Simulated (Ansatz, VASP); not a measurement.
**Si in VASP and in Ansatz**

```xyz
4
Lattice="5.3511 0.0000 0.0000 4.0290 3.3458 0.0000 1.3222 0.1615 3.3419" Properties=species:S:1:pos:R:3 pbc="T T T"
Si    5.9524    1.0296    2.4309
Si    4.7498    2.4777    0.9110
Si    7.6055    2.6445    0.7360
Si    3.0968    0.8628    2.6059
```

This isn't the form of Si at room conditions, which is diamond.

Alike in both runs: task single point; functional PBEsol; dispersion D3(BJ); k mesh 7 × 7 × 7; occupations fermi-dirac, width 0.1 eV; no spin polarisation.

```csv
,VASP,Ansatz
version,VASP 6.6.1,Ansatz 0.2.0
potentials or method,"VASP PAW PBE potentials, release 64 (Si)","plane waves, PAW"
plane-wave cutoff (eV),520,550
valence electrons in the cell,16,16
```

Ansatz gave:

* dispersion energy (meV/atom): -360.7

Question: Which values does VASP return?

Answer: Dispersion energy (meV/atom): -360.6.
